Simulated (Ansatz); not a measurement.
Structure: Li2O (started from an entry of an open crystallographic database), at its r2SCAN minimum. Li is surrounded by 4 O at 1.98 Å; O is surrounded by 8 Li at 1.98 Å.

Space group Fm-3m (No. 225). a = 4.573 Å, b = 4.573 Å, c = 4.573 Å, α = 90.00°, β = 90.00°, γ = 90.00°

| atom | site | symmetry | x | y | z |
| --- | --- | --- | --- | --- | --- |
| Li | 8c | -43m | 0.2500 | 0.7500 | 0.7500 |
| O | 4a | m-3m | 0.0000 | 0.0000 | 0.0000 |

5 runs of Ansatz on this cell differ in the functional (and in the settings that go with it). Levels are in eV from each run's valence top; v1 is the last filled band, c1 the first empty one.

Run A, mean stress -4.4 GPa (compression positive):
```tsv
point	v5	v3	v1	c1	c2	c3
Γ	-41.39	0.00	0.00	5.47	11.77	11.77
X	-41.51	-1.62	-1.48	4.86	13.53	13.53
U	-41.55	-2.13	-1.17	6.50	11.68	13.28
L	-41.58	-2.88	-0.48	9.28	9.98	11.95
```

Run B, mean stress -0.3 GPa (compression positive):
```tsv
point	v5	v3	v1	c1	c2	c3
Γ	-45.07	0.00	0.00	7.89	14.82	14.82
X	-45.17	-1.80	-1.53	7.39	16.81	16.81
U	-45.21	-2.21	-1.21	9.07	14.73	16.45
L	-45.24	-3.06	-0.50	12.09	12.80	14.88
```

Run C, mean stress -1.5 GPa (compression positive):
```tsv
point	v5	v3	v1	c1	c2	c3
Γ	-46.02	0.00	0.00	8.82	15.85	15.85
X	-46.11	-1.86	-1.56	8.28	17.94	17.94
U	-46.15	-2.25	-1.23	9.99	15.81	17.54
L	-46.18	-3.13	-0.52	13.10	13.83	15.89
```

Run D, mean stress -2.0 GPa (compression positive):
```tsv
point	v5	v3	v1	c1	c2	c3
Γ	-45.95	0.00	0.00	8.35	15.55	15.55
X	-46.05	-1.81	-1.52	7.84	17.55	17.55
U	-46.09	-2.19	-1.20	9.54	15.38	17.15
L	-46.12	-3.05	-0.50	12.63	13.39	15.52
```

Run E, mean stress 0.0 GPa (compression positive):
```tsv
point	v5	v3	v1	c1	c2	c3
Γ	-43.75	0.00	0.00	6.20	13.24	13.24
X	-43.85	-1.65	-1.42	5.77	15.00	15.00
U	-43.88	-2.05	-1.11	7.40	12.92	14.66
L	-43.91	-2.83	-0.46	10.28	11.04	13.23
```

Problem. Match the runs to LDA, r2SCAN, DDH-PBE0, PBE0, r2SCAN0.

Solution. A is LDA, B is PBE0, C is DDH-PBE0, D is r2SCAN0, E is r2SCAN. In order of the gap: LDA 4.86, r2SCAN 5.77, PBE0 7.39, r2SCAN0 7.84, DDH-PBE0 8.28 eV.

The values are computed, spin-unpolarised, and not measurements.

The program warns that its thresholds are loose for a hybrid's stress.

The meshes of the hybrids are coarse, so their gaps aren't converged to the digits shown.
